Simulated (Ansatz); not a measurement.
**Zr2COS MXene monolayer in a perpendicular field**

What dipole does a perpendicular field induce in the Zr2COS MXene monolayer? A positive field points along +c.

Program: Ansatz 0.2.0. Level of theory: plane-wave DFT, PBE-D3(BJ), Ansatz PAW (set soft_1); PAW set soft_1. Results are calculated unless marked as measured.

## (1) Starting point

The cell holds 5 atoms: 1 S, 2 Zr, 1 C and 1 O. Cell: a = 3.289 Å, b = 3.289 Å, c = 42.187 Å, α = 90.0°, β = 90.0°, γ = 120.0°. Vacuum lies along c.

## (2) Relaxation

The starting cell is a guess, so the in-plane lattice and the atoms are relaxed first, with the slab cut off from its images along the normal.

The input, input.yaml:

```yaml
crystal:
  lattice:
    - [3.289, 0.0, 0.0]
    - [-1.6445, 2.848357553, 0.0]
    - [0.0, 0.0, 42.1866226628]
  atoms:
    - { symbol: S, position: [0.3333333333, 0.6666666667, 0.4337867989] }
    - { symbol: Zr, position: [0.6666666667, 0.3333333333, 0.4767482254] }
    - { symbol: C, position: [0.0, 0.0, 0.5075103887] }
    - { symbol: Zr, position: [0.3333333333, 0.6666666667, 0.5382725519] }
    - { symbol: O, position: [0.6666666667, 0.3333333333, 0.5662132011] }
  periodic: [true, true, false]
kpoints:
  mp_grid: { grid: [12, 12, 1] }
hamiltonian:
  xc: pbe
  dispersion: d3bj
  pseudopotentials: { kind: paw, azcp: { folder: soft_1 } }
scf:
  occupations: { method: fermi_dirac, width: 0.05 }
  convergence: { dr2_threshold: 1.0e-09 }
relax:
  f_tol: 0.004
  max_steps: 90
  cell: {}
output:
  write_potential: true
  write_density: true
  volumetric_format: npy
```

The run is started by

```bash
ansatz run input.yaml --threads 2 --pin off --max-ram 3072MiB --backend cpu --events-out ev --progress --plain --runs-dir out
```

Numbers of over 12 decimals in the logs are rounded to 6 here.

The log of the run:

```text
Warning: relax.cell: scf.convergence.dr2_threshold = 1e-9 eV is looser than the 2.05809757585e-10 eV advised for a relaxation that steers and ends on the stress (1e-10 eV for each atom of the cell: 5, times the square of relax.cell.stress_2d_tol = 0.05 N/m over 15.6 Å (the atoms' height at the walk's start and 5 Å past either face), 3.208e-2 GPa, over a crystal's default 0.05). What an SCF threshold leaves in a stress goes as its square root, and in the free energy as the threshold itself, and one threshold admits the most on a small cell: [figures from the program's tests cut] Set scf.convergence.dr2_threshold to 2.05809757585e-10 eV or tighter. [rest of the remark cut]
Engine: ansatz 0.2.0, x86_64-unknown-linux-gnu
Pseudopotentials: kind: paw
Pseudopotential: S, paw, valence charge 6, recommended cutoff 420 eV (normal), soft_1/S.paw.azcp
Pseudopotential: Zr, paw, valence charge 12, recommended cutoff 420 eV (normal), soft_1/Zr.paw.azcp
Pseudopotential: C, paw, valence charge 4, recommended cutoff 420 eV (normal), soft_1/C.paw.azcp
Pseudopotential: O, paw, valence charge 6, recommended cutoff 420 eV (normal), soft_1/O.paw.azcp
Functional definition: PBE
  parameter kappa = 0.804
  parameter beta = 0.066725
  exchange = pbe_x(kappa = kappa, mu = beta*pi^2/3)
  correlation = pbe_c(beta = beta)
Crystal: 5 atoms, lattice volume = 395.215 Å³
Basis set: ecut = 420 eV, 7881 PW (Γ), exchange–correlation on 48×48×576 points (8 copies of the dense FFT grid, shifted against one another)
Bands: 25, of which v1, the nominal top of the filled ones, is band 20 counted from 1 (19 counted from 0)
Symmetry: 6 space group operations
Space group: P3m1 (ITA 156), of the structure as read, at distance tolerance 7.3e-5 Å
k-points: 19 of 144 (time reversal used)
Non-local potential: S, projectors of the file, l = 0: 2, l = 1: 2, l = 2: 1
Non-local potential: Zr, projectors of the file, l = 0: 3, l = 1: 2, l = 2: 2, l = 3: 1
Non-local potential: C, projectors of the file, l = 0: 2, l = 1: 2, l = 2: 1
Non-local potential: O, projectors of the file, l = 0: 2, l = 1: 2, l = 2: 1
PAW form: soft (Blöchl's): semilocal exchange-correlation on the pseudo side does not see the compensation charge
PAW one-centre angular grid: S, 110 points (default); XC on 64 Gauss nodes
PAW one-centre angular grid: Zr, 590 points (default); XC on 64 Gauss nodes
PAW one-centre angular grid: C, 110 points (default); XC on 64 Gauss nodes
PAW one-centre angular grid: O, 110 points (default); XC on 64 Gauss nodes
Initial density: superposition of atomic densities (neutral atoms: chi_scale 0, normalization atom)
Initial wavefunctions: pseudopotential atomic-orbital guess
Functional: x = pbe(κ = 0.804, μ = 0.219515), c = pbe(β = 0.066725)
SCF iter   1: F=—  HF=-10099.325610 eV  |F-HF|=—  |Δ(HF+E_count)|=         —  Δρ=5.68e-2  dr2=2.53e1  ethr=3.10e-3  ⟨swp⟩=13.6  Hψ=3956  notcnv=0
preconditioner: auto → LDOS  [metal: Δε(μ)=0.089 eV  Ē_g=9.280 eV  σ=0.050 eV  W_gap=0.38  n_scr=24 (ndim 8)  ℏωp=9.2 eV  f_vac=0.777  D(μ)=2.59/eV (n_scr^D=14)  β→1.0]
SCF iter   2: F=—  HF=-10099.575990 eV  |F-HF|=—  |Δ(HF+E_count)|=   2.50e-1  Δρ=7.55e-2  dr2=2.59e1  ethr=3.10e-3  ⟨swp⟩=7.4  Hψ=1870  notcnv=0  defer=3
SCF iter   3: F=—  HF=-10094.745317 eV  |F-HF|=—  |Δ(HF+E_count)|=    4.83e0  Δρ=9.24e-3  dr2=3.22e-1  ethr=3.10e-3  ⟨swp⟩=5.7  Hψ=1689  notcnv=0  defer=1
SCF iter   4: F=—  HF=-10094.708587 eV  |F-HF|=—  |Δ(HF+E_count)|=   3.67e-2  Δρ=2.79e-3  dr2=6.18e-2  ethr=8.06e-4  ⟨swp⟩=3.5  Hψ=1118  notcnv=0  defer=3
SCF iter   5: F=—  HF=-10094.704862 eV  |F-HF|=—  |Δ(HF+E_count)|=   3.73e-3  Δρ=1.07e-3  dr2=1.41e-2  ethr=1.55e-4  ⟨swp⟩=3.5  Hψ=1099  notcnv=0  defer=4
SCF iter   6: F=—  HF=-10094.703299 eV  |F-HF|=—  |Δ(HF+E_count)|=   1.56e-3  Δρ=3.25e-4  dr2=6.55e-4  ethr=3.53e-5  ⟨swp⟩=3.4  Hψ=996  notcnv=0  defer=5
SCF iter   7: F=—  HF=-10094.703327 eV  |F-HF|=—  |Δ(HF+E_count)|=   2.74e-5  Δρ=1.21e-4  dr2=1.35e-4  ethr=1.64e-6  ⟨swp⟩=3.5  Hψ=1103  notcnv=0  defer=5
SCF iter   8: F=—  HF=-10094.703320 eV  |F-HF|=—  |Δ(HF+E_count)|=   6.47e-6  Δρ=4.80e-5  dr2=1.09e-5  ethr=3.39e-7  ⟨swp⟩=3.4  Hψ=897  notcnv=0  defer=4
SCF iter   9: F=—  HF=-10094.703337 eV  |F-HF|=—  |Δ(HF+E_count)|=   1.65e-5  Δρ=1.66e-5  dr2=1.85e-6  ethr=2.73e-8  ⟨swp⟩=3.2  Hψ=1083  notcnv=0  defer=4
SCF iter  10: F=—  HF=-10094.703338 eV  |F-HF|=—  |Δ(HF+E_count)|=   1.28e-6  Δρ=3.47e-6  dr2=3.95e-8  ethr=4.63e-9  ⟨swp⟩=3.5  Hψ=1110  notcnv=0  defer=4
SCF iter  11: F=—  HF=-10094.703338 eV  |F-HF|=—  |Δ(HF+E_count)|=   1.31e-7  Δρ=1.59e-6  dr2=7.30e-9  ethr=9.87e-11  ⟨swp⟩=3.7  Hψ=1209  notcnv=0  defer=4
SCF iter  12: F=-10094.703338 eV  HF=-10094.703338 eV  |F-HF|=1.34e-8  |Δ(HF+E_count)|=   1.26e-8  Δρ=4.06e-7  dr2=5.65e-10  ethr=2.50e-12  ⟨swp⟩=11.6  Hψ=4530  notcnv=0
SCF 1 converged in 12 iterations: F = -10094.703338 eV  dr2 = 5.65e-10
  greatest PAW one-centre occupation: 0.997 electrons in one spin orbital (limit 2), on the Zr atom at site 1 (counted from 0), in its partial waves of l = 0
relax step   1: F+E_penalty+E_count = -10094.70333805 eV  Δ(F+E_penalty+E_count) = +0.000e0 eV  max|allowed force component| = 4.588e0 eV/Å  Δτ_max = 0.0000 Å  P = +1.408 N/m  Ω = 395.215 Å³  fix = [c, alpha, beta]  reactions: c +0.000 N/m  (12 SCF iters, accepted)
Crystal: 5 atoms, lattice volume = 410.600 Å³
Basis set: ecut = 420 eV, 8121 PW (Γ), exchange–correlation on 48×48×576 points (8 copies of the dense FFT grid, shifted against one another)
Initial density: handed on by an earlier stage of this run
Initial wavefunctions: those handed on with the density
SCF iter   1: F=—  HF=-10095.551185 eV  |F-HF|=—  |Δ(HF+E_count)|=         —  Δρ=1.21e-2  dr2=2.67e0  ethr=3.10e-3  ⟨swp⟩=19.6  Hψ=4140  notcnv=0
preconditioner: auto → LDOS  [insulator: Δε(μ)=0.195 eV  Ē_g=8.547 eV  σ=0.050 eV  W_gap=0.60  n_scr=24 (ndim 8)  ℏωp=9.0 eV  f_vac=0.790  D(μ)=0.51/eV (n_scr^D=6)  ε∞_Penn≈2.1  β→1.0]
SCF iter   2: F=—  HF=-10095.953002 eV  |F-HF|=—  |Δ(HF+E_count)|=   4.02e-1  Δρ=1.79e-2  dr2=9.15e0  ethr=3.10e-3  ⟨swp⟩=8.1  Hψ=1616  notcnv=0  defer=23  recentre
SCF iter   3: F=—  HF=-10095.192770 eV  |F-HF|=—  |Δ(HF+E_count)|=   7.60e-1  Δρ=3.17e-3  dr2=2.08e-1  ethr=3.10e-3  ⟨swp⟩=6.1  Hψ=1414  notcnv=0  defer=2
SCF iter   4: F=—  HF=-10095.166947 eV  |F-HF|=—  |Δ(HF+E_count)|=   2.58e-2  Δρ=1.34e-3  dr2=1.96e-2  ethr=5.20e-4  ⟨swp⟩=4.2  Hψ=1088  notcnv=0  defer=3
SCF iter   5: F=—  HF=-10095.166086 eV  |F-HF|=—  |Δ(HF+E_count)|=   8.61e-4  Δρ=3.74e-4  dr2=4.21e-4  ethr=4.90e-5  ⟨swp⟩=3.9  Hψ=1074  notcnv=0  defer=2
[...]
relax step   4: F+E_penalty+E_count = -10095.36500132 eV  Δ(F+E_penalty+E_count) = -6.728e-2 eV  max|allowed force component| = 2.284e-1 eV/Å  Δτ_max = 0.1246 Å  P = -0.184 N/m  Ω = 410.945 Å³  energy of the carried Pulay correction = -2.577e-3 eV  fix = [c, alpha, beta]  reactions: c -0.000 N/m  (10 SCF iters, accepted)
[...]
relax step   5: F+E_penalty+E_count = -10095.36971713 eV  Δ(F+E_penalty+E_count) = -4.716e-3 eV  max|allowed force component| = 4.403e-2 eV/Å  Δτ_max = 0.0247 Å  P = +0.028 N/m  Ω = 412.363 Å³  energy of the carried Pulay correction = -2.805e-3 eV  fix = [c, alpha, beta]  reactions: c +0.000 N/m  (8 SCF iters, accepted)
[...]
relax step   6: F+E_penalty+E_count = -10095.36979497 eV  Δ(F+E_penalty+E_count) = -7.784e-5 eV  max|allowed force component| = 9.487e-3 eV/Å  Δτ_max = 0.0031 Å  P = -0.005 N/m  Ω = 412.631 Å³  energy of the carried Pulay correction = -2.847e-3 eV  fix = [c, alpha, beta]  reactions: c -0.000 N/m  (7 SCF iters, accepted)
[...]
relax step   7: F+E_penalty+E_count = -10095.36980462 eV  Δ(F+E_penalty+E_count) = -9.647e-6 eV  max|allowed force component| = 3.792e-4 eV/Å  Δτ_max = 0.0006 Å  P = +0.003 N/m  Ω = 412.618 Å³  energy of the carried Pulay correction = -2.845e-3 eV  fix = [c, alpha, beta]  reactions: c +0.000 N/m  (6 SCF iters, accepted)
[...]
relax step   8: F+E_penalty+E_count = -10095.37352777 eV  Δ(F+E_penalty+E_count) = -3.723e-3 eV  max|allowed force component| = 7.851e-4 eV/Å  Δτ_max = 0.0000 Å  P = +0.077 N/m  Ω = 412.618 Å³  fix = [c, alpha, beta]  reactions: c +0.000 N/m  stress off target by 7.72e-2 N/m on what of the cell is left free  SCF on the basis re-selected at this cell (its energy is not comparable with the rows above)  (6 SCF iters)
[...]
relax step   9: F+E_penalty+E_count = -10095.37350325 eV  Δ(F+E_penalty+E_count) = +2.452e-5 eV  max|allowed force component| = 7.611e-4 eV/Å  Δτ_max = 0.0007 Å  P = -0.005 N/m  Ω = 412.862 Å³  energy of the carried Pulay correction = -3.778e-5 eV  fix = [c, alpha, beta]  reactions: c -0.000 N/m  (6 SCF iters, accepted)
iter 1 solved again at ethr=2.77e-7 eV; its pass at ethr=3.10e-3 eV (dr2=1.11e-4 eV) is discarded
SCF iter   1: F=—  HF=-10095.373508 eV  |F-HF|=—  |Δ(HF+E_count)|=         —  Δρ=1.36e-6  dr2=9.17e-9  ethr=2.77e-7  ⟨swp⟩=6.7  Hψ=6091  notcnv=0
eigensolver tolerance schedule: the retry pair's looser diagonalisation over-reported the residual by 12106.19 of it (diagonalisation noise at an unbounded share of the residual, at the tolerance the schedule requests for it); recorded, not acted on — ethr = c·dr2/N_el stays at c = 1.0e-1
preconditioner: auto → LDOS  [insulator: Δε(μ)=0.131 eV  Ē_g=8.378 eV  σ=0.050 eV  W_gap=0.50  n_scr=24 (ndim 8)  ℏωp=9.0 eV  f_vac=0.794  D(μ)=0.66/eV (n_scr^D=6)  ε∞_Penn≈2.1  β→1.0]
SCF iter   2: F=—  HF=-10095.373544 eV  |F-HF|=—  |Δ(HF+E_count)|=   3.62e-5  Δρ=1.88e-6  dr2=6.19e-8  ethr=2.29e-11  ⟨swp⟩=6.5  Hψ=2043  notcnv=0
SCF iter   3: F=—  HF=-10095.373544 eV  |F-HF|=—  |Δ(HF+E_count)|=   6.69e-9  Δρ=6.27e-7  dr2=2.32e-9  ethr=2.29e-11  ⟨swp⟩=3.8  Hψ=858  notcnv=0
SCF iter   4: F=—  HF=-10095.373544 eV  |F-HF|=—  |Δ(HF+E_count)|=  1.75e-10  Δρ=2.97e-7  dr2=1.12e-9  ethr=5.79e-12  ⟨swp⟩=3.5  Hψ=970  notcnv=0
SCF iter   5: F=-10095.373544 eV  HF=-10095.373544 eV  |F-HF|=1.64e-10  |Δ(HF+E_count)|=  3.27e-11  Δρ=9.74e-8  dr2=6.99e-11  ethr=2.50e-12  ⟨swp⟩=16.7  Hψ=4202  notcnv=0
SCF 10 converged in 5 iterations: F = -10095.373544 eV  dr2 = 6.99e-11
relax step  10: F+E_penalty+E_count = -10095.37354376 eV  Δ(F+E_penalty+E_count) = -4.051e-5 eV  max|allowed force component| = 7.684e-4 eV/Å  Δτ_max = 0.0000 Å  P = -0.005 N/m  Ω = 412.862 Å³  fix = [c, alpha, beta]  reactions: c -0.000 N/m  stress off target by 4.70e-3 N/m on what of the cell is left free  SCF on the basis re-selected at this cell (its energy is not comparable with the rows above)  (5 SCF iters)
basis re-selected at this cell: Δ(F+E_penalty+E_count) = -4.051e-5 eV, ΔP = +0.000 N/m vs the last step (what re-selecting the basis moved, of the pressure what is left beyond the Pulay correction that the steps carried, after the strain that the cell walked since its last selection, with what the two solves' SCF thresholds leave and, on support functions, any second-order correction that the steps lacked; it is no m [...]
WARN: The output density's exchange-correlation potential varies sharply where the density is thin. Do not read a vacuum level from v_tot or v_xc, or from such a field of the output density. On a cell that repeats whose density bears no net charge and no dipole along the vacuum's axis use v_es (v_loc + v_h of the components); under efield.dipole_correction with no amplitude use v_es + v_field, which holds any externa [...]
SCF converged after 5 iterations
Free energy (F): -10095.373544 eV
Harris-Foulkes:  -10095.373544 eV  (|F-HF|=1.64e-10)
Internal energy: -10095.368211 eV  (E = F + TS)
E sigma→0 (E₀):  -10095.370878 eV
Entropy (-TS):   -0.005332 eV (-1.066 meV/atom)
Fermi energy:    -5.424239 eV
--- Per-component energies (eV) ---
  E_band       = -872.776480
  E_kinetic    = 993.457083
  E_local      = -126197.292422  (includes V_loc(G=0)·N_el)
  E_nonlocal   = 255.692866
  E_hartree    = 62461.945817
  E_xc         = -519.661225
  E_vxc        = -601.135108  (∫ρ·V_xc dr)
  E_paw        = -6797.399371  (= ΣΔE_a)
  E_vpaw       = -247.390399  (= ΣTr[D̂ρ^β])
  E_aug_tail   = 0.000728  (compensation charges beyond the density's cutoff)
  E_ewald      = 59709.190843
  E_disp       = -1.302531  (pairwise vdW)
  E_smearing   = -0.005332  (= −TS)
  E_closure    = -0.000000  (closes the sum)
  Σ components = -10095.373544   (vs F -10095.373544, Δ=0.00e0)
--- Forces (eV/Å), atoms counted from 1 ---
  atom   1  S      0.00000000     0.00000000     0.00054678
  atom   2  Zr    -0.00000000    -0.00000000    -0.00076827
  atom   3  C     -0.00000000    -0.00000000     0.00024090
  atom   4  Zr    -0.00000000    -0.00000000     0.00054430
  atom   5  O      0.00000000    -0.00000000    -0.00056285
  max |Σ_I F_I| component: 8.59e-7 eV/Å
--- 2D stress c σ (N/m, compression-positive) ---
       -0.004698      -0.000000       0.000000
       -0.000000      -0.004698       0.000000
        0.000000       0.000000      -0.000000
  P = ½ c Tr σ = -0.0047 N/m
--- Band table (eV; the first three rows and the last of 19) ---
  k-point 0: bands = [... 16 lower, -7.5298, -6.5126, -5.2043, -5.2043, -4.1099, -4.1099, -3.8898, -2.6035, ... 1 higher]
  k-point 1: bands = [... 16 lower, -7.5097, -6.3777, -5.8097, -5.5338, -4.2131, -3.7606, -3.5349, -2.6355, ... 1 higher]
  k-point 2: bands = [... 16 lower, -7.4907, -7.1041, -6.1542, -5.9763, -4.5724, -3.3081, -3.0171, -2.6100, ... 1 higher]
  k-point 18: bands = [... 16 lower, -8.5003, -7.9264, -7.6173, -7.5129, -3.5106, -3.0223, -2.3342, -1.9018, ... 1 higher]
  the weakly bound empty levels are not read free of the cell's end (no_gap_told)
--- Relaxed structure (8 steps of the walk, 8 accepted, 2 SCFs on fresh bases) ---
  F+E_penalty+E_count = -10095.37354376 eV   max|allowed force component| = 7.684e-4 eV/Å   (the final SCF, on the basis selected at the relaxed cell)
  cell:  # Å, volume = 412.8623 Å³
    - [3.361630, 5.375695130304374e-18, 0]
    - [-1.680815, 2.911257, 0]
    - [0, 0, 42.1866226628]
  atoms:
    - { symbol: S, position: [0.333333, 0.666667, 0.437679] }
    - { symbol: Zr, position: [0.666667, 0.333333, 0.475694] }
    - { symbol: C, position: [0, 0, 0.507236] }
    - { symbol: Zr, position: [0.333333, 0.666667, 0.540412] }
    - { symbol: O, position: [0.666667, 0.333333, 0.561510] }
```

It took 98 s on 2 threads of Intel Xeon Platinum 8375C at 2.90GHz (Ice Lake), shared host; peak memory 0.85 GiB; 3.2 min of CPU time.

The steps of the relaxation:

```
step  energy less that of the first step (eV)  largest force component (eV/Å)  volume (Å³)
   1                                   0.0000                          4.5879       395.21
   2                                  -0.4629                          2.7814       410.60
   3                                  -0.5944                          0.8285       423.35
   4                                  -0.6617                          0.2284       410.94
   5                                  -0.6664                          0.0440       412.36
   6                                  -0.6665                          0.0095       412.63
   7                                  -0.6665                          0.0004       412.62
  8*                                  -0.6702                          0.0008       412.62
   9                                  -0.6702                          0.0008       412.86
 10*                                  -0.6702                          0.0008       412.86
```

Relaxation steps marked * repeat the geometry before them on a plane-wave basis chosen anew for their cell, so energy and pressure can jump there.

The run keeps the 6 symmetry operations that it works with, so distortions that break them were not tested.

```
cell as run  before  after  change
      a (Å)   3.289  3.362  +2.2 %
      b (Å)   3.289  3.362  +2.2 %
```

The atoms that moved most (Å, along periodic axes as changes of fractional coordinates times the final cell, across vacuum about the mean position):

```
atom     dx     dy      dz  length
  O5  0.000  0.000  -0.198   0.198
  S1  0.000  0.000   0.164   0.164
 Zr4  0.000  0.000   0.090   0.090
 Zr2  0.000  0.000  -0.044   0.044
  C3  0.000  0.000  -0.012   0.012
```

The relaxed structure:

```xyz
5
Lattice="3.3616 0.0000 0.0000 -1.6808 2.9113 0.0000 0.0000 0.0000 42.1866" Properties=species:S:1:pos:R:3
S     0.0000    1.9408   18.4642
Zr    1.6808    0.9704   20.0679
C     0.0000    0.0000   21.3986
Zr    0.0000    1.9408   22.7982
O     1.6808    0.9704   23.6882
```

This step gave:

```yaml
energy_at_zero_smearing: -10095.3709 eV
```

The lattice constant a goes from 3.289 to 3.362 Å.

(Continued in part 2 of 2.)

[Logs are printed without paths, hosts, clocks, repeated set-up lines and the standing remarks that a program may print on its own settings, such as how far it seeks lower states.]

[Hosts, paths, dates, database ids (printed as entryN), source tags and the programs' standing remarks are cut or masked in the printed files.]

[Maps of the electrostatic potential energy from Ansatz leave out the sawtooth potential of an applied field or a dipole correction, so their vacuum need not be flat; planar profiles and work functions include it.]
